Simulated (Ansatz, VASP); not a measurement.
LaH3 in VASP and in Ansatz

```
La H
1.0
     0.00000    2.73924    2.73924
     2.73924    0.00000    2.73924
     2.73924    2.73924    0.00000
La H
1 3
Direct
  0.00000 0.00000 0.00000
  0.50000 0.50000 0.50000
  0.75000 0.75000 0.75000
  0.25000 0.25000 0.25000
```

The cell comes from a database or a generator and needn't be the stable form of this composition.

Alike in both runs: task single point; functional r2SCAN; k mesh 7 × 7 × 7; no spin polarisation.

```csv
,VASP,Ansatz
version,VASP 6.6.1,Ansatz 0.2.0
potentials or method,"VASP PAW PBE potentials, release 64 (La, H)","plane waves, PAW"
plane-wave cutoff (eV),520,600
occupations,"methfessel-paxton of order 1, width 0.1 eV",methfessel-paxton of order 1
valence electrons in the cell,14,14
```

Ansatz gave:

| Quantity | Value |
| --- | --- |
| pressure (GPa) | 4.6 |

Task: Estimate VASP's values.

Result: Pressure (GPa): 4.2.

Ansatz warned: «stress_scf_threshold_loose».

Caveats: the PAW data sets were made with another functional, which shifts forces and pressure a little (VASP).
